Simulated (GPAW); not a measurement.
## FeGe: which magnetic order is lowest

Wanted: the moments of FeGe and the energy of each order that was tried.

Method: PBE; plane waves with GPAW's PAW setups, scalar-relativistic, in GPAW 26.7.0.

## Step 1: The structure

Symmetry: P6/mmm, No. 191, hexagonal system. Conventional cell: a = 4.998 Å, b = 4.998 Å, c = 4.116 Å, α = 90.00°, β = 90.00°, γ = 120.00°. Nearest to Fe lie 4 Fe at 2.50 Å and 6 Ge at 2.50 to 2.51 Å. Nearest to Ge lie 6 Fe at 2.50 Å. Nearest to Ge lie 6 Fe at 2.51 Å. Farther neighbours are not listed.

The cell comes from a database of computed structures and need not be the stable phase.

## Step 2: Run 1 (ferro +++)

The parallel start comes first: it fits the smallest cell, keeps the most symmetry and shows whether parallel moments form.

Input file order1.py:

```python
import json
import numpy as np
from ase import Atoms
from ase.parallel import paropen, parprint
from gpaw import GPAW

atoms = Atoms(['Fe', 'Fe', 'Fe', 'Ge', 'Ge', 'Ge'],
    cell=[[4.99760234, 0.0, 0.0],
         [-2.49880117, 4.32805058, 0.0],
         [0.0, 0.0, 4.11576135]],
    scaled_positions=[[0.5, 0.0, 0.0],
         [0.5, 0.5, 0.0],
         [0.0, 0.5, 0.0],
         [0.0, 0.0, 0.0],
         [0.33333333, 0.66666667, 0.5],
         [0.66666667, 0.33333333, 0.5]],
    pbc=True,
    magmoms=[2.8, 2.8, 2.8, 0.0, 0.0, 0.0])
atoms.calc = GPAW(mode={'name': 'pw', 'ecut': 550},
    xc='PBE',
    kpts={'size': (10, 10, 12), 'gamma': True},
    occupations={'name': 'fermi-dirac', 'width': 0.1},
    convergence={'density': 1e-05, 'energy': 1e-05},
    maxiter=200,
    symmetry={'tolerance': 1e-4},
    txt='order1.txt')
e = atoms.get_potential_energy(force_consistent=True)
res = {'free_energy': e, 'energy_sigma0': atoms.get_potential_energy(), 'fermi_energy': atoms.calc.get_fermi_level()}
res['moments'] = atoms.get_magnetic_moments().tolist()
res['total'] = atoms.get_magnetic_moment()
parprint('site moments (muB):', np.round(res['moments'], 3))
parprint(f"total moment: {res['total']:.3f} muB")
parprint(f'free energy: {e:.6f} eV')
atoms.calc.write('order1.gpw')
with paropen('results.json', 'w') as f:
    json.dump(res, f)
```

Run with:

```
> OMP_NUM_THREADS=1 mpirun -n 4 gpaw python order1.py > order1.log
```

Numbers of over 12 decimals in the logs are rounded to 6 here.

The program printed:

```text
site moments (muB): [ 1.482  1.482  1.482 -0.05  -0.034 -0.034]
total moment: 4.221 muB
free energy: -41.409797 eV

--- order1.txt ---
Input parameters:
  mode=PW(ecut=550),
  convergence={'density': 1e-05, 'energy': 1e-05},
  kpts=MonkhorstPack(size=(10, 10, 12), gamma=True),
  maxiter=200,
  occupations=Occupations(name='fermi-dirac', width=0.1),
  symmetry=Symmetry(tolerance=0.0001),
  xc=XC(name='PBE')

Diagonalizing LCAO Hamiltonian
Converting LCAO to pw mode

            Ge
                 Ge

        Fe    Fe

          Ge    Fe

Atoms  # Å, Bohr magnetons
|   | symbol |         x |        y |        z |    initial magnetic moments |
|---|--------|-----------|----------|----------|-----------------------------|
| 0 |     Fe |  2.498801 | 0.000000 | 0.000000 | ( 0.0000,  0.0000,  2.8000) |
| 1 |     Fe |  1.249401 | 2.164025 | 0.000000 | ( 0.0000,  0.0000,  2.8000) |
| 2 |     Fe | -1.249401 | 2.164025 | 0.000000 | ( 0.0000,  0.0000,  2.8000) |
| 3 |     Ge |  0.000000 | 0.000000 | 0.000000 | ( 0.0000,  0.0000,  0.0000) |
| 4 |     Ge | -0.000000 | 2.885367 | 2.057881 | ( 0.0000,  0.0000,  0.0000) |
| 5 |     Ge |  2.498801 | 1.442684 | 2.057881 | ( 0.0000,  0.0000,  0.0000) |

Unit cell  # Å
| periodic |         x |        y |        z |  lengths |     angles |
|----------|-----------|----------|----------|----------|------------|
|      yes |  4.997602 | 0.000000 | 0.000000 | 4.997602 |  90.000000 |
|      yes | -2.498801 | 4.328051 | 0.000000 | 4.997602 |  90.000000 |
|      yes |  0.000000 | 0.000000 | 4.115761 | 4.115761 | 120.000000 |

Number of symmetries: 24

BZ-sampling:
  Number of BZ points: 1200
  Number of IBZ points: 98

  Monkhorst-Pack size: [10, 10, 12]
  Monkhorst-Pack shift: [0.05, 0.05, 0.041667]

K-points  # in reciprocal-cell coordinates
|     |                                coordinates |     weight |
|-----|--------------------------------------------|------------|
|   0 | (  0.00000000,   0.00000000,  -0.00000000) | 0.00083333 |
|   1 | (  0.00000000,   0.00000000,   0.08333333) | 0.00166667 |
|   2 | (  0.00000000,   0.00000000,   0.16666667) | 0.00166667 |
|   3 | (  0.00000000,   0.00000000,   0.25000000) | 0.00166667 |
|   4 | (  0.00000000,   0.00000000,   0.33333333) | 0.00166667 |
|   5 | (  0.00000000,   0.00000000,   0.41666667) | 0.00166667 |
|   6 | (  0.00000000,   0.00000000,   0.50000000) | 0.00083333 |
|   7 | (  0.10000000,   0.00000000,  -0.00000000) | 0.00500000 |
|   8 | (  0.10000000,   0.00000000,   0.08333333) | 0.01000000 |
|   9 | (  0.10000000,   0.00000000,   0.16666667) | 0.01000000 |
| ... |                                            |            |
|  97 | (  0.50000000,   0.50000000,   0.50000000) | 0.00250000 |

Plane wave coefficients: 2667
Cutoff: 550.0 eV

Spin-components: 2 (collinear spins)
Bands:           31
Projectors:      33
Spin-degeneracy: 1
Datatype:        complex128

Parallelization:
  kpt:    4
  domain: 1
  band:   1

Density:
  Valence electrons: 36.0
  Components: 2
  Grid points: [28 28 24]
  Charge: 0.0  # |e|

Potential:
  Grid points: [28 28 24]

species:
  Fe:
    name:    Iron
    Z:       26.0
    valence: 8
    core:    18
    charge:  0.0  # [|e|]
    compensation charges:
      type: gauss
      rc: 0.33  # [Å]
      lmax: 2
    cutoffs:
      filter: 2.06  # [Å]
      core: 2.67  # [Å]
    projectors
    | kind |    occ | energy [eV] | rcut [Å] |
    |------|--------|-------------|----------|
    |   4s |  2.000 |      -5.291 |    1.164 |
    |   4p |  0.000 |      -1.326 |    1.058 |
    |   3d |  6.000 |      -7.505 |    1.058 |
    |    s |        |      21.920 |    1.164 |
    |    p |        |      25.885 |    1.058 |
    |    d |        |      19.706 |    1.058 |

    Using partial waves for Fe as LCAO basis

  Ge:
    name:    Germanium
    Z:       32.0
    valence: 4
    core:    28
    charge:  0.0  # [|e|]
    compensation charges:
      type: gauss
      rc: 0.32  # [Å]
      lmax: 2
    cutoffs:
      filter: 1.77  # [Å]
      core: 3.42  # [Å]
    projectors
    | kind |    occ | energy [eV] | rcut [Å] |
    |------|--------|-------------|----------|
    |   4s |  2.000 |     -11.726 |    1.005 |
    |   4p |  2.000 |      -3.896 |    1.005 |
    |    s |        |      15.485 |    1.005 |
    |    p |        |      23.315 |    1.005 |
    |    d |        |       0.000 |    1.005 |

    Using partial waves for Ge as LCAO basis

Reference energy: -275151.277357  # eV

eigensolver:
  PPCG
  Converge bands: occupied
  niter=2

density mixing:
  MSR1-Mixer
  Pratt-step length: 0.05
  Maximum mixing coefficient: 0.75
  Old densities: 10
  SVD Regularization: 0.005
  Good broyden scale: 1.0
  Trust region scale: 1.0
  Backstep threshold: 4.0
  History deletion threshold: 6.0
  Fourier metric: weight=20.0, sigma=0.015

occupation numbers:
  Fermi-Dirac:
    width: 0.1000  # eV

poisson solver:
  ecut: 4400.0  # eV

xc functional:
  name: PBE with 2 nearest neighbor stencil

convergence criteria:
- Maximum integral of absolute [dens]ity change: 1e-05 electrons / valence electron
- Maximum [total energy] change in last 3 cyles: 1e-05 eV / valence electron
- Maximum integral of absolute [eigenst]ate change: 4e-08 eV^2 / valence electron
maximum number of iterations: 200

SCF iterations
|iter     |      energy | eigst |  dens |  magmom |
|---------|-------------|-------|-------|---------|
|iter:   1|       0s |  -43.202275 | +0.37 |       |  +8.4168|
|iter:   2|       8s |  -42.202689 | -1.40 | -0.65 |  +8.2503|
|iter:   3|      16s |  -41.141596 | -1.29 | -0.74 |  +7.5005|
|iter:   4|      24s |  -41.141842 | -2.05 | -1.01 |  +6.5246|
|iter:   5|      32s |  -41.229584 | -2.71 | -1.31 |  +5.8472|
|iter:   6|      40s |  -41.295509 | -2.81 | -1.58 |  +4.9102|
|iter:   7|      48s |  -41.323586 | -2.83 | -1.83 |  +4.3295|
|iter:   8|      55s |  -41.328589 | -3.01 | -1.91 |  +4.1358|
|iter:   9|      63s |  -41.328045 | -4.09 | -2.37 |  +4.2005|
|iter:  10|      71s |  -41.328153 | -4.96 | -2.76 |  +4.2297|
|iter:  11|      79s |  -41.328100c| -5.26 | -3.11 |  +4.2196|
|iter:  12|      87s |  -41.328048c| -6.24 | -3.49 |  +4.2252|
|iter:  13|      94s |  -41.328034c| -6.82 | -3.95 |  +4.2217|
|iter:  14|     102s |  -41.328025c| -7.63c| -4.34 |  +4.2215|
|iter:  15|     106s |  -41.328027c| -8.00c| -4.71 |  +4.2206|
|iter:  16|     109s |  -41.328028c| -8.51c| -5.27c|  +4.2206|

Converged in 16 steps
Energy contributions relative to reference atoms: (reference = -275151.277357)

Energy contributions:
  Kinetic:          49.995936
  Coulomb:         -42.186271
  Zero:              0.230688
  External:          0.000000
  Xc:              -49.286610
  Entropy:          -0.163540
  Spinorbit:         0.000000
  ----------------------------
  Free energy:     -41.409797
  Extrapolated:    -41.328028

dipole moment: (-14.227316, -24.642434, -43.478963)  # |e|*Ang

Total magnetic moment: (0.000000, 0.000000, 4.220575)

Local magnetic moments
|        x |        y |         z |
|----------|----------|-----------|
| 0.000000 | 0.000000 |  1.482329 |  # Fe   0
| 0.000000 | 0.000000 |  1.482329 |  # Fe   1
| 0.000000 | 0.000000 |  1.482329 |  # Fe   2
| 0.000000 | 0.000000 | -0.050448 |  # Ge   3
| 0.000000 | 0.000000 | -0.033895 |  # Ge   4
| 0.000000 | 0.000000 | -0.033895 |  # Ge   5

Fermi level: 9.148
Eigenvalues  # (at kpt = [0.000, 0.000, -0.000])
| band index |      eig [eV] | occ [0-1] |      eig [eV] | occ [0-1] |
|------------|---------------|-----------|---------------|-----------|
|          0 |        -3.244 |     1.000 |        -3.268 |     1.000 |
|        ... |               |           |               |           |
|          9 |         6.041 |     1.000 |         6.113 |     1.000 |
|         10 |         6.162 |     1.000 |         6.855 |     1.000 |
|         11 |         6.162 |     1.000 |         6.855 |     1.000 |
|         12 |         6.347 |     1.000 |         7.727 |     1.000 |
|         13 |         6.347 |     1.000 |         7.727 |     1.000 |
|         14 |         7.632 |     1.000 |         9.450 |     0.047 |
|         15 |         7.632 |     1.000 |         9.450 |     0.047 |
|         16 |         7.862 |     1.000 |         9.542 |     0.019 |
|         17 |         7.885 |     1.000 |         9.722 |     0.003 |
|         18 |         7.885 |     1.000 |         9.722 |     0.003 |
|         19 |         8.899 |     0.924 |        10.157 |     0.000 |
|         20 |         9.364 |     0.104 |        10.452 |     0.000 |
|         21 |        10.369 |     0.000 |        11.332 |     0.000 |
|         22 |        10.370 |     0.000 |        11.332 |     0.000 |
|         23 |        11.853 |     0.000 |        11.749 |     0.000 |
|         24 |        12.192 |     0.000 |        12.715 |     0.000 |
|        ... |               |           |               |           |
|         30 |        15.958 |     0.000 |        16.117 |     0.000 |

No gap
No difference between direct/indirect transitions
```

The job ended after 2 min (4 MPI ranks of Arm Neoverse V1, shared host; peak memory 1.1 GiB).

Spin moment in the augmentation sphere by atom:

| atom | spin moment in the augmentation sphere (μB) |
| --- | --- |
| Fe1 | 1.48 |
| Fe2 | 1.48 |
| Fe3 | 1.48 |
| Ge4 | -0.05 |
| Ge5 | -0.03 |
| Ge6 | -0.03 |

Numbers from this step:

```
magnetization : 4.221 μB
final state   : ferromagnetic
```

After 16 cycles the largest moment stands at 1.48 μB.

## Step 3: Start 2: antiferro q=(0,0,1/2) +-+--+

Reversing part of the moments tests the sign of the couplings between them.

The cell is doubled to 12 atoms to hold this order. Its mesh is chosen so that both cells sample the same points.

Input file order2.py:

```python
import json
import numpy as np
from ase import Atoms
from ase.parallel import paropen, parprint
from gpaw import GPAW

atoms = Atoms(['Fe', 'Fe', 'Fe', 'Fe', 'Fe', 'Fe', 'Ge', 'Ge', 'Ge', 'Ge', 'Ge', 'Ge'],
    cell=[[4.99760234, 0.0, 0.0],
         [-2.49880117, 4.32805058, 0.0],
         [0.0, 0.0, 8.2315227]],
    scaled_positions=[[0.5, 0.0, 0.0],
         [0.5, 0.0, 0.5],
         [0.5, 0.5, 0.0],
         [0.5, 0.5, 0.5],
         [0.0, 0.5, 0.0],
         [0.0, 0.5, 0.5],
         [0.0, 0.0, 0.0],
         [0.0, 0.0, 0.5],
         [0.33333333, 0.66666667, 0.25],
         [0.33333333, 0.66666667, 0.75],
         [0.66666667, 0.33333333, 0.25],
         [0.66666667, 0.33333333, 0.75]],
    pbc=True,
    magmoms=[2.8, -2.8, 2.8, -2.8, -2.8, 2.8, 0.0, 0.0, 0.0, 0.0, 0.0, 0.0])
atoms.calc = GPAW(mode={'name': 'pw', 'ecut': 550},
    xc='PBE',
    kpts={'size': (10, 10, 6), 'gamma': True},
    occupations={'name': 'fermi-dirac', 'width': 0.1},
    convergence={'density': 1e-05, 'energy': 1e-05},
    maxiter=200,
    symmetry={'tolerance': 1e-4},
    txt='order2.txt')
e = atoms.get_potential_energy(force_consistent=True)
res = {'free_energy': e, 'energy_sigma0': atoms.get_potential_energy(), 'fermi_energy': atoms.calc.get_fermi_level()}
res['moments'] = atoms.get_magnetic_moments().tolist()
res['total'] = atoms.get_magnetic_moment()
parprint('site moments (muB):', np.round(res['moments'], 3))
parprint(f"total moment: {res['total']:.3f} muB")
parprint(f'free energy: {e:.6f} eV')
atoms.calc.write('order2.gpw')
with paropen('results.json', 'w') as f:
    json.dump(res, f)
```

Run with:

```
> OMP_NUM_THREADS=1 mpirun -n 4 gpaw python order2.py > order2.log
```

The program printed:

```text
Input parameters:
  mode=PW(ecut=550),
  convergence={'density': 1e-05, 'energy': 1e-05},
  kpts=MonkhorstPack(size=(10, 10, 6), gamma=True),
  maxiter=200,
  occupations=Occupations(name='fermi-dirac', width=0.1),
  symmetry=Symmetry(tolerance=0.0001),
  xc=XC(name='PBE')

Diagonalizing LCAO Hamiltonian
Converting LCAO to pw mode

            Ge   Ge

        Fe    Fe

          GeGe  Fe
                 Ge

        Fe    Fe
          Ge    Fe

Atoms  # Å, Bohr magnetons
|    | symbol |         x |        y |        z |    initial magnetic moments |
|----|--------|-----------|----------|----------|-----------------------------|
|  0 |     Fe |  2.498801 | 0.000000 | 0.000000 | ( 0.0000,  0.0000,  2.8000) |
|  1 |     Fe |  2.498801 | 0.000000 | 4.115761 | ( 0.0000,  0.0000, -2.8000) |
|  2 |     Fe |  1.249401 | 2.164025 | 0.000000 | ( 0.0000,  0.0000,  2.8000) |
|  3 |     Fe |  1.249401 | 2.164025 | 4.115761 | ( 0.0000,  0.0000, -2.8000) |
|  4 |     Fe | -1.249401 | 2.164025 | 0.000000 | ( 0.0000,  0.0000, -2.8000) |
|  5 |     Fe | -1.249401 | 2.164025 | 4.115761 | ( 0.0000,  0.0000,  2.8000) |
|  6 |     Ge |  0.000000 | 0.000000 | 0.000000 | ( 0.0000,  0.0000,  0.0000) |
|  7 |     Ge |  0.000000 | 0.000000 | 4.115761 | ( 0.0000,  0.0000,  0.0000) |
|  8 |     Ge | -0.000000 | 2.885367 | 2.057881 | ( 0.0000,  0.0000,  0.0000) |
|  9 |     Ge | -0.000000 | 2.885367 | 6.173642 | ( 0.0000,  0.0000,  0.0000) |
| 10 |     Ge |  2.498801 | 1.442684 | 2.057881 | ( 0.0000,  0.0000,  0.0000) |
| 11 |     Ge |  2.498801 | 1.442684 | 6.173642 | ( 0.0000,  0.0000,  0.0000) |

Number of symmetries: 8

BZ-sampling:
  Number of BZ points: 600
  Number of IBZ points: 124

  Monkhorst-Pack size: [10, 10, 6]
  Monkhorst-Pack shift: [0.05, 0.05, 0.083333]

Plane wave coefficients: 5275
Cutoff: 550.0 eV

Spin-components: 2 (collinear spins)
Bands:           48
Projectors:      66
Spin-degeneracy: 1
Datatype:        complex128

Parallelization:
  kpt:    4
  domain: 1
  band:   1

Density:
  Valence electrons: 72.0
  Components: 2
  Grid points: [28 28 45]
  Charge: 0.0  # |e|

Potential:
  Grid points: [28 28 45]

[... setups left out ...]
Reference energy: -550302.554715  # eV

convergence criteria:
- Maximum integral of absolute [dens]ity change: 1e-05 electrons / valence electron
- Maximum [total energy] change in last 3 cyles: 1e-05 eV / valence electron
- Maximum integral of absolute [eigenst]ate change: 4e-08 eV^2 / valence electron
maximum number of iterations: 200

SCF iterations
|iter     |      energy | eigst |  dens |  magmom |
|---------|-------------|-------|-------|---------|
|iter:   1|       0s |  -86.042275 | +0.48 |       |  +0.0000|
|iter:   2|      31s |  -83.859813 | -0.80 | -0.66 |  +0.0000|
|iter:   3|      61s |  -82.734037 | -0.56 | -0.76 |  +0.0000|
|iter:   4|      92s |  -81.916919 | -0.98 | -0.83 |  +0.0001|
|iter:   5|     123s |  -81.739050 | -1.36 | -0.99 |  +0.0010|
|iter:   6|     154s |  -84.803029 | -0.91 | -1.27 |  -0.0206|
[...]
|iter:  10|     278s |  -82.016589 | -2.24 | -1.71 |  -0.1053|
[... 43 iterations left out ...]
|iter:  54|    1655s |  -82.015797 | -3.28 | -2.68 |  -0.1878|
|iter:  55|    1686s |  -82.006134 | -3.65 | -2.13 |  -0.1892|
|iter:  56|    1717s |  -82.006095 | -4.81 | -3.04 |  -0.1771|
|iter:  57|    1748s |  -82.006147c| -5.61 | -3.12 |  -0.1712|
|iter:  58|    1779s |  -82.006116c| -5.14 | -3.07 |  -0.1544|
|iter:  59|    1810s |  -82.006137c| -4.83 | -3.15 |  -0.1760|
|iter:  60|    1841s |  -82.006286c| -5.29 | -2.99 |  -0.1704|
|iter:  61|    1873s |  -82.006316c| -5.36 | -2.93 |  -0.1838|
|iter:  62|    1904s |  -82.006130c| -5.35 | -2.93 |  -0.1693|
|iter:  63|    1935s |  -82.006176c| -5.65 | -3.11 |  -0.1614|
```

Wall time 33 min (4 MPI ranks); peak memory 2.2 GiB.

The run was cut off at its time limit.

It was cut off while still iterating. More time helps where the residual falls; where it has stalled, the mixing must change.

## Step 4: Order 3, typed as no spin polarisation

A run without seeds gives the energy of the state without moments.

Input file nospin.py:

```python
import json
import numpy as np
from ase import Atoms
from ase.parallel import paropen, parprint
from gpaw import GPAW

atoms = Atoms(['Fe', 'Fe', 'Fe', 'Ge', 'Ge', 'Ge'],
    cell=[[4.99760234, 0.0, 0.0],
         [-2.49880117, 4.32805058, 0.0],
         [0.0, 0.0, 4.11576135]],
    scaled_positions=[[0.5, 0.0, 0.0],
         [0.5, 0.5, 0.0],
         [0.0, 0.5, 0.0],
         [0.0, 0.0, 0.0],
         [0.33333333, 0.66666667, 0.5],
         [0.66666667, 0.33333333, 0.5]],
    pbc=True)
atoms.calc = GPAW(mode={'name': 'pw', 'ecut': 550},
    xc='PBE',
    kpts={'size': (10, 10, 12), 'gamma': True},
    occupations={'name': 'fermi-dirac', 'width': 0.1},
    convergence={'density': 1e-05, 'energy': 1e-05},
    maxiter=200,
    symmetry={'tolerance': 1e-4},
    txt='nospin.txt')
e = atoms.get_potential_energy(force_consistent=True)
res = {'free_energy': e, 'energy_sigma0': atoms.get_potential_energy(), 'fermi_energy': atoms.calc.get_fermi_level()}
parprint(f'free energy: {e:.6f} eV')
atoms.calc.write('nospin.gpw')
with paropen('results.json', 'w') as f:
    json.dump(res, f)
```

Run with:

```
> OMP_NUM_THREADS=1 mpirun -n 4 gpaw python nospin.py > nospin.log
```

The program printed:

```text
free energy: -40.748673 eV

--- nospin.txt ---
Input parameters:
  mode=PW(ecut=550),
  convergence={'density': 1e-05, 'energy': 1e-05},
  kpts=MonkhorstPack(size=(10, 10, 12), gamma=True),
  maxiter=200,
  occupations=Occupations(name='fermi-dirac', width=0.1),
  symmetry=Symmetry(tolerance=0.0001),
  xc=XC(name='PBE')

Diagonalizing LCAO Hamiltonian
Converting LCAO to pw mode

            Ge
                 Ge

[...]
|          0 |        -3.264 |     2.000 |
|        ... |               |           |
|          9 |         6.149 |     2.000 |
|         10 |         6.567 |     2.000 |
|         11 |         6.567 |     2.000 |
|         12 |         7.141 |     2.000 |
[...]
|         22 |        10.912 |     0.000 |
|         23 |        11.740 |     0.000 |
|         24 |        12.466 |     0.000 |
|         25 |        14.414 |     0.000 |

No gap
No difference between direct/indirect transitions

[key lines of the parts left out:]
Free energy:     -40.748673
Converged in 13 steps
dipole moment: (-14.223810, -24.636362, -43.468284)  # |e|*Ang
Fermi level: 8.861
```

Elapsed: 46 s, on 4 MPI ranks; peak memory 0.87 GiB; 3 min of CPU time.

Numbers from this step:

* final state: non-magnetic (no spin polarisation)

It lies 220 meV a seeded atom over the first start.

## Step 5: Ranking

These are free energies at a smearing of 0.1 eV, so its entropy term is in the differences. They are divided by the number of seeded atoms, so that cells of unlike size compare. Wavevectors q in the names are fractions of the reciprocal vectors of the first run's cell.

Orders:

| start | final state | typed order kept | energy over the lowest (meV a seeded atom) | largest site moment (μB) | net moment (μB a primitive cell) | mesh matched | CPU time (s) |
| --- | --- | --- | --- | --- | --- | --- | --- |
| ferro +++ | ferromagnetic | yes | 0 | 1.482 | 4.221 | yes | 489.9 |
| no spin polarisation | non-magnetic | - | 220.4 | 0 | 0 | yes | 181.7 |

## Step 6: Summary of results

```yaml
lower_run: with moments
largest_site_moment: 1.48 μB
next_state: non-magnetic, 220 meV a seeded atom higher
energy_gained_by_spin_polarisation: 220 meV a seeded atom
```

**Reading.** No opposed order could be compared. The parallel start holds moments up to 1.48 μB. 1 start gave no converged result and is missing from the ranking; where cut off, the energy had nearly settled, +108.3 meV a seeded atom from the lowest. No antiferromagnetic order was obtained, so the session says nothing on how the moments order.

[Logs and program files are shortened in this print: banners, set-up blocks, solver, clock and traceback lines can be left out without a mark of their own.]

[Logs are printed without paths, hosts, clocks, repeated set-up lines and the standing remarks that a program may print on its own settings, such as how far it seeks lower states.]

[Hosts, paths, dates, database ids (printed as entryN), source tags and the programs' standing remarks are cut or masked in the printed files.]

[Where a cell is said to come from a database of computed structures, the database is the Materials Project.]
